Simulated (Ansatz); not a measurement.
# MgS (P6_3mc) in Ansatz: band structure with HSE06

Aim: the band structure of MgS with HSE06.

All numbers are computed with Ansatz 0.2.0; they aren't measurements. Logs are shortened: lines on timing, memory, paths and dates and some standing lists are left out, and cuts for length are marked.

## Step 1: The structure

Symmetry: P6_3mc, No. 186, hexagonal system. The conventional cell has a = 4.035 Å, b = 4.035 Å, c = 6.432 Å, α = 90.00°, β = 90.00°, γ = 120.00°. S (site symmetry 3m) has 4 Mg at 2.45 to 2.47 Å as nearest neighbours. Around Mg (site symmetry 3m) lie 4 S at 2.45 to 2.47 Å.

The cell comes from a database or a generator and needn't be the stable form of this composition.

## Step 2: Band structure, HSE06

Input file input:

```
crystal:
  lattice:
    - [4.0346224068, 0.0, 0.0]
    - [-2.0173112034, 3.494085499, 0.0]
    - [0.0, 0.0, 6.43229418]
  atoms:
    - { symbol: S, position: [0.6666666667, 0.3333333333, 0.87924415] }
    - { symbol: S, position: [0.3333333333, 0.6666666667, 0.37924415] }
    - { symbol: Mg, position: [0.3333333333, 0.6666666667, 0.99575485] }
    - { symbol: Mg, position: [0.6666666667, 0.3333333333, 0.49575485] }
hamiltonian:
  xc: hse06
  pseudopotentials: { kind: paw }
kpoints:
  mp_grid: { grid: [6, 6, 4] }
  band_path:
    path:
      - [[0.0, 0.0, 0.0], [0.5, 0.0, 0.0], [0.3333333333, 0.3333333333, 0.0], [0.0, 0.0, 0.0], [0.0, 0.0, 0.5], [0.5, 0.0, 0.5], [0.3333333333, 0.3333333333, 0.5], [0.0, 0.0, 0.5]]
      - [[0.5, 0.0, 0.5], [0.5, 0.0, 0.0]]
      - [[0.3333333333, 0.3333333333, 0.0], [0.3333333333, 0.3333333333, 0.5]]
    npoints: 4
scf:
  occupations: { method: fermi_dirac, width: 0.05 }
  n_extra_bands: 10
output:
  forces: true
  stress: true
  eigenvalues: true
  fatbands: false
```

Potentials or basis: Ansatz PAW.

Log:

```text
Warning: output.stress: scf.convergence.dr2_threshold = 1e-7 eV (the SCF's general default) is looser than the 4e-10 eV advised for a printed stress (1e-10 eV for each atom of the cell: 4). What an SCF threshold leaves in a stress goes as its square root, and in the free energy as the threshold itself, and one threshold admits the most on a small cell: of the crystals measured, under no hybrid functional and no lock of the moments, on runs that ended without the residual-converged pass, on stresses that held no estimate of that error, the worst erred by over 100 MPa in a component at 1e-7 eV an atom and by under 5 at 1e-10. Set scf.convergence.dr2_threshold to 4e-10 eV or tighter. The threshold is an SCF's pass mark: one that does not reach it within its budget of iterations ends unconverged, or closes short of it on a stop that the run arms, and scf.convergence.dr2_threshold's page says what that costs each kind of run
Warning: output.stress: scf.exx.energy_threshold = 1e-6 eV is looser than the 4e-8 eV advised for a stress under a hybrid functional (1e-8 eV for each atom of the cell: 4). Every SCF of the exchange loop can meet its threshold on dr2 while the loop round them stops early: no threshold on dr2 bounds what that leaves in the stress. Set scf.exx.energy_threshold to 4e-8 eV or tighter. The threshold is the loop's pass mark: a loop that does not reach it within its budget of cycles ends unconverged, and scf.exx.energy_threshold's page has the law
scf.n_extra_bands = 10 over 16 filled bands (N_el = 32.0): the run solves 26 bands
GPUs: using 1 of 1 available (devices: 1).
Engine: ansatz 0.2.0, x86_64-unknown-linux-gnu
Pseudopotentials: kind: paw
Pseudopotential: S, paw, valence charge 6, recommended cutoff 420 eV (normal), S.paw.azcp
Pseudopotential: Mg, paw, valence charge 10, recommended cutoff 420 eV (normal), Mg.paw.azcp
Functional definition: HSE06
  parameter a = 0.25
  parameter omega = 0.11/bohr
  exchange = pbe_x - a*pbe_x_sr(omega) + a*exact_x_sr(omega)
  correlation = pbe_c
device memory: the entry about to start is reckoned to put 0.8 GiB on a device that reports 40.9 GiB free (of which the cap on the GPU budget leaves the run 18.0 GiB)
GPU FFT provider: cuFFT
GPU libraries: cuBLAS 13.8.2, cuFFT 12.4.0, cuSOLVER 12.3.4
Crystal: 4 atoms, lattice volume = 90.678 Å³
Basis set: ecut = 420 eV, 1785 PW (Γ), exchange–correlation on 54×54×90 points (8 copies of the dense FFT grid, shifted against one another)
Bands: 26, of which v1, the nominal top of the filled ones, is band 16 counted from 1 (15 counted from 0)
Symmetry: 12 space group operations
Space group: P63mc (ITA 186), of the structure as read, at distance tolerance 4.5e-5 Å
k-points: 21 of 144 (time reversal used)
Non-local potential: S, projectors of the file, l = 0: 2, l = 1: 2, l = 2: 2
Non-local potential: Mg, projectors of the file, l = 0: 3, l = 1: 2, l = 2: 1
PAW form: soft (Blöchl's): semilocal exchange-correlation on the pseudo side does not see the compensation charge
PAW frozen core: S, regenerated for the run's functional, and the local potential with it (the file was generated under x = pbe(κ = 0.804, μ = 0.2195149727645171), c = pbe(β = 0.06672455060314922))
PAW frozen core: Mg, regenerated for the run's functional, and the local potential with it (the file was generated under x = pbe(κ = 0.804, μ = 0.2195149727645171), c = pbe(β = 0.06672455060314922))
[... 42 lines left out ...]
SCF iter   2: F=—  HF=-5659.488844 eV  |F-HF|=—  |Δ(HF+E_count)|=   1.19e-6  Δρ=1.02e-5  dr2=6.79e-8  ethr=1.97e-9  ⟨swp⟩=4.0  Hψ=1295  notcnv=0
SCF iter   3: F=—  HF=-5659.488844 eV  |F-HF|=—  |Δ(HF+E_count)|=   1.65e-7  Δρ=4.86e-6  dr2=1.00e-8  ethr=1.27e-10  ⟨swp⟩=4.6  Hψ=1304  notcnv=0  defer=1
SCF iter   4: F=-5659.488844 eV  HF=-5659.488844 eV  |F-HF|=1.10e-9  |Δ(HF+E_count)|=   2.38e-9  Δρ=2.22e-6  dr2=1.44e-9  ethr=2.45e-11  ⟨swp⟩=3.0  Hψ=1110  notcnv=0
SCF 3 converged in 4 iterations: F = -5659.488844 eV  dr2 = 1.44e-9
  Residual-converged pass: ⟨swp⟩=3.1  Hψ=1221  notcnv=0  max |occ|·‖R‖ = 6.2e-7 eV (tolerance 6.3e-7 eV)  dr2=1.44e-9  dr2_onsite=2.78e-10  max |Δocc| = 0.0e0
hybrid outer 2: dexx = +1.481e-7 eV, tail = 1.75e-8 eV, Δε = 1.37e-3 eV (about 4.83e-5 eV left of the loop's levels), ΔF = 1.30e-4 eV/Å (tail 1.31e-4)
device memory: the entry about to start is reckoned to put 0.6 GiB on a device that reports 20.3 GiB free (of which the cap on the GPU budget leaves the run 18.0 GiB)
NSCF: frozen V_eff on 39 k-points, pencils in batches of 32, up to order 116
hybrid SCF converged: 2 outer / 10 inner (+2 warm-up), last move |dexx| = 1.48e-7 eV, tail = 1.75e-8 eV
Stability not checked: this state was not tested for a lower state beside it, because the functional holds exact exchange (a hybrid, or Hartree-Fock), whose exchange loop this test does not read (fock_operator; see scf.lower_state_search)
Free energy (F): -5659.488843 eV
Frozen-core exchange: fock
Harris-Foulkes:  -5659.488843 eV  (|F-HF|=1.10e-9)
Internal energy: -5659.488843 eV  (E = F + TS)
E sigma→0 (E₀):  -5659.488843 eV
Fermi energy:    4.810150 eV
--- Per-component energies (eV) ---
  E_band       = -823.612713
  E_kinetic    = 368.146640
  E_local      = -3773.047448  (includes V_loc(G=0)·N_el)
  E_nonlocal   = 245.626854
  E_hartree    = 1369.158235
  E_xc         = -205.103565
  E_vxc        = -203.196912  (∫ρ·V_xc dr)
  E_exx        = -125.886666  (= α·E_x^exact, valence–valence)
  E_paw        = -1709.888097  (= ΣΔE_a)
  E_vpaw       = 52.313350  (= ΣTr[D̂ρ^β])
  E_aug_tail   = -0.000004  (compensation charges beyond the density's cutoff)
  E_ewald      = -1828.238337
  E_core_change = -0.256459  (= ΣΔE_core)
  E_smearing   = -0.000000  (= −TS)
  E_closure    = 0.000003  (closes the sum)
  Σ components = -5659.488843   (vs F -5659.488843, Δ=9.09e-13)
--- Forces (eV/Å), atoms counted from 1 ---
  atom   1  S      0.00000000    -0.00000000    -0.05160265
  atom   2  S     -0.00000000     0.00000000    -0.05160265
  atom   3  Mg    -0.00000000     0.00000000     0.05158612
  atom   4  Mg     0.00000000    -0.00000000     0.05158612
  max |Σ_I F_I| component: 3.31e-5 eV/Å
--- Stress (GPa, compression-positive) ---
        0.104502       0.000000       0.000000
        0.000000       0.104502       0.000000
        0.000000       0.000000      -0.129135
  P = ⅓ Tr σ = 0.0266 GPa (0.266 kbar)
--- Band table (eV; the first three rows and the last of 21) ---
  k-point 0: bands = ["-76.1917", "-76.1915", "-41.0924", "-41.0890", "-41.0860", "-41.0860", "-41.0853", "-41.0853", "-10.0276", "-9.2193", "-0.9427", "1.9140", "1.9140", "2.3747", "2.3747", "2.5475", "7.0470", "8.3382", "11.2279", "11.2279", "12.0086", "12.3089", "12.3089", "12.9712", "13.0842", "13.0842"]
  k-point 1: bands = ["-76.1917", "-76.1915", "-41.0919", "-41.0895", "-41.0859", "-41.0859", "-41.0854", "-41.0854", "-9.9242", "-9.3558", "-0.5418", "1.8169", "1.9776", "1.9776", "2.3032", "2.3032", "7.7414", "8.4902", "11.1819", "11.1819", "11.5850", "11.9086", "11.9086", "12.2984", "13.7540", "13.7540"]
  k-point 2: bands = ["-76.1916", "-76.1916", "-41.0907", "-41.0907", "-41.0856", "-41.0856", "-41.0856", "-41.0856", "-9.6562", "-9.6562", "0.5092", "0.5092", "2.1365", "2.1365", "2.1365", "2.1365", "8.5741", "8.5741", "11.3732", "11.3732", "11.3732", "11.3732", "11.3798", "11.3798", "15.2655", "15.2655"]
  k-point 20: bands = ["-76.1915", "-76.1915", "-41.0908", "-41.0908", "-41.0873", "-41.0873", "-41.0871", "-41.0871", "-9.0842", "-9.0842", "-0.4807", "-0.4807", "0.3977", "0.3977", "1.9740", "1.9740", "9.4556", "9.4556", "10.0245", "10.0245", "12.2775", "12.2775", "13.0652", "13.0652", "14.6503", "14.6503"]
```

bands.tsv:

```text
# k_distance	band_0	band_1	band_2	band_3	band_4	band_5	band_6	band_7	band_8	band_9	band_10	band_11	band_12	band_13	band_14	band_15	band_16	band_17	band_18	band_19	band_20	band_21	band_22	band_23	band_24	band_25
[... 58 lines left out ...]
6.255994	-81.001669	-81.001669	-45.900932	-45.900932	-45.897453	-45.897447	-45.897447	-45.897062	-13.895438	-13.895438	-5.232818	-5.232818	-4.625396	-4.177905	-2.943659	-2.943659	4.653996	4.819822	4.819822	5.619950	7.429326	7.429326	8.157568	8.702414	9.892143	9.892143
6.378096	-81.001670	-81.001670	-45.900967	-45.900967	-45.897410	-45.897410	-45.897258	-45.897258	-13.894358	-13.894358	-5.290875	-5.290875	-4.412415	-4.412415	-2.836127	-2.836127	4.645489	4.645489	5.214394	5.214394	7.467330	7.467330	8.255064	8.255064	9.840138	9.840138
```

Wall time 79 s (1 × NVIDIA H100 80GB HBM3 with 2 threads of AMD EPYC 7R13 (Zen 3), shared host); peak memory 2.6 GiB.

Results:

```
Free energy             : -5659.4888 eV
Pressure                : 0.0 GPa
Largest force           : 0.052 eV/Å
Band gap on the k mesh  : 4.50 eV, direct
Band gap along the path : 4.50 eV, direct
```

Forces in eV/Å, atoms in the order of the input:
```
S    0.000  0.000 -0.052
S    0.000  0.000 -0.052
Mg   0.000  0.000  0.052
Mg   0.000  0.000  0.052
```

Levels at the corners of the path, in eV from the valence-band top:
| point | band 13 | band 14 | band 15 | band 16 | band 17 | band 18 | band 19 | band 20 |
| --- | --- | --- | --- | --- | --- | --- | --- | --- |
| Γ | -0.63 | -0.17 | -0.17 | 0.00 | 4.50 | 5.79 | 8.68 | 8.68 |
| M | -2.04 | -1.36 | -0.99 | -0.52 | 5.77 | 6.25 | 6.94 | 8.67 |
| K | -2.46 | -1.47 | -1.45 | -1.45 | 5.86 | 8.14 | 8.55 | 8.55 |
| Γ | -0.63 | -0.17 | -0.17 | 0.00 | 4.50 | 5.79 | 8.68 | 8.68 |
| A | -0.41 | -0.41 | -0.41 | -0.41 | 6.03 | 6.03 | 8.83 | 8.83 |
| L | -0.98 | -0.98 | -0.87 | -0.87 | 5.68 | 5.68 | 7.44 | 7.44 |
| H | -2.15 | -2.15 | -0.57 | -0.57 | 6.91 | 6.91 | 7.48 | 7.48 |
| A | -0.41 | -0.41 | -0.41 | -0.41 | 6.03 | 6.03 | 8.83 | 8.83 |
| L | -0.98 | -0.98 | -0.87 | -0.87 | 5.68 | 5.68 | 7.44 | 7.44 |
| M | -2.04 | -1.36 | -0.99 | -0.52 | 5.77 | 6.25 | 6.94 | 8.67 |
| K | -2.46 | -1.47 | -1.45 | -1.45 | 5.86 | 8.14 | 8.55 | 8.55 |
| H | -2.15 | -2.15 | -0.57 | -0.57 | 6.91 | 6.91 | 7.48 | 7.48 |

Caveat: the PAW data sets come from PBE, with cores solved anew for the run's functional, which leaves a small shift of forces and pressure; the thresholds are loose for stress.
